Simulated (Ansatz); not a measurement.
Here is an Ansatz 0.2.0 calculation.

The input input.yaml:

```yaml
crystal:
  lattice:
    - [0.0, 3.0702711986, 3.0702711986]
    - [3.0702711986, 0.0, 3.0702711986]
    - [3.0702711986, 3.0702711986, 0.0]
  atoms:
    - { symbol: Cd, position: [0.0, 0.0, 0.0] }
    - { symbol: Se, position: [0.25, 0.25, 0.25] }
hamiltonian:
  xc: { exchange: slater, correlation: vwn5 }
  pseudopotentials: { kind: paw }
kpoints:
  mp_grid: { grid: [8, 8, 8] }
scf:
  occupations: { method: fermi_dirac, width: 0.05 }
output:
  forces: true
  stress: true
relax:
  f_tol: 0.01
  max_steps: 40
  cell: { stress_tol: 0.05 }
```

Potentials or basis: Ansatz PAW.

Run with:

```bash
$ ansatz run input.yaml --threads 2 --pin off --max-ram 5120MiB --backend cpu --events-out ev --progress --plain --runs-dir out
```

Task: Estimate the band gap on the k mesh.

Result: 0.41 eV.

Task: What does it give for the space group after relaxing (to 0.05 Å)?

Result: F-43m (No. 216).

Task: What does it give for the relaxed cell?

Result: a = 4.247 Å, b = 4.247 Å, c = 4.247 Å, α = 60.00°, β = 60.00°, γ = 60.00°.

Task: Predict the relaxed volume.

Result: 27.09 Å³/atom.

The path:
```tsv
step	energy change (eV)	largest force (eV/Å)	volume (Å³)
1	0.0000	0.0000	57.88
2	-0.0361	0.0000	52.94
3	-0.0411	0.0000	54.33
4	-0.0412	0.0000	54.18
5	-0.0406	0.0000	54.18
```

Caveat: the plane-wave basis is chosen anew once the cell has moved, so the energies of steps on either side of that aren't comparable; the PAW data sets come from PBE, with cores solved anew for the run's functional, which leaves a small shift of forces and pressure. A k mesh can miss the band edges.
